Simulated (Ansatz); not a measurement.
## A small benchmark: atomisation enthalpy at 298 K

8 molecules with two or more fluorines; the atomisation enthalpy at 298 K in kJ/mol, computed less measured. Shapes, held fixed at every level: PBE0-D4/def2-TZVP. Flexible molecules stand in one conformer, not always the lowest. Thermal terms are harmonic and unscaled (PBE0-D4/def2-TZVP); the spin-orbit lowering of the free atoms is taken from their spectra. Programs: Ansatz 0.2.0. Measured values: Active Thermochemical Tables, CRC Handbook of Chemistry and Physics, NIST-JANAF tables.

Levels: A = SPW92/def2-TZVPP; B = CCSD(T)/def2-SVP; C = CCSD/def2-TZVPP.

| molecule | from tabulated heats | A | B | C |
| --- | --- | --- | --- | --- |
| SF2 (sulfur difluoride) | 732 | +251 | -157 | -89 |
| BBrF2 (SMILES FB(F)Br) | 1661 | +297 | -73 | -79 |
| BHF2 (SMILES FBF) | 1681 | +255 | -65 | -63 |
| CBr2F2 (dibromodifluoromethane) | 1484 | +428 | -132 | -120 |
| CBrClF2 (SMILES FC(F)(Cl)Br) | 1551 | +433 | -132 | -125 |
| CHF3 (trifluoromethane) | 1869 | +420 | -96 | -94 |
| C2Br2F4 (1,2-dibromotetrafluoroethane) | 2764 | +783 | -173 | -178 |
| C4F8 (SMILES FC1(F)C(F)(F)C(F)(F)C1(F)F) | 5045 | +1336 | -247 | -299 |

**Question.** Which level does best on this set, which worst, and which err to one side?

**Answer.** 
```
           level                   kind  mean error  mean absolute error  worst case
SPW92/def2-TZVPP                    LDA      +525.4                525.4        C4F8
CCSD(T)/def2-SVP  coupled cluster or CI      -134.4                134.4        C4F8
 CCSD/def2-TZVPP  coupled cluster or CI      -130.9                130.9        C4F8
```

On this set CCSD/def2-TZVPP has the smallest mean absolute error and SPW92/def2-TZVPP the largest. SPW92/def2-TZVPP is too high in 8 of 8; CCSD(T)/def2-SVP is too low in 8 of 8; CCSD/def2-TZVPP is too low in 8 of 8. The heats of SF2, C4F8 come from older tables and can be uncertain by 10 kJ/mol or more. The molecules' own spin-orbit binding is left out, so errors for heavy halides read too negative. Heats of the atoms come from ATcT where it has them, that of boron, 570 kJ/mol, from recent work. The levels differ in basis as well as in method. With so many references in doubt the order of the levels isn't settled. The tabulated values of BBrF2, BHF2, C2Br2F4 are in doubt (older tables, estimates, or at odds with other calculations) and kept here. Over the 5 molecules whose values aren't doubted the mean absolute errors are A 573.6; B 152.8; C 145.4. The smallest two are near a tie. Correlated wave functions converge slowly with the basis. CCSD also lacks the triples, which bind further. Relativity is left out for Br. Outer-core shells of Br are correlated, in sets that cover them unevenly. The set is small.

The LDA overbinding rises with the number of bonds broken, from SF2 through the boron and carbon halides to C4F8, and is far too large to be blamed on the reference values. The local functional misses more exchange energy in the free atoms, with their strongly inhomogeneous densities, than in the molecule, so atomisation costs too much.

The coupled-cluster levels err the other way because bonding pairs up electrons and adds correlation energy, which a truncated treatment recovers less fully in the molecule than in the atoms. Here too the largest molecules fare worst, but SF2 breaks the size trend, with larger errors than either boron halide at both levels.

The near tie in the means hides opposite behaviour: CCSD is much closer for SF2, CCSD(T) in the smaller basis for C4F8. This contrast doesn't depend on the measured heats, which cancel between levels, and probably reflects a different balance of basis and triples errors. Reactions that conserve bond types could show much smaller errors, but none is tested here.
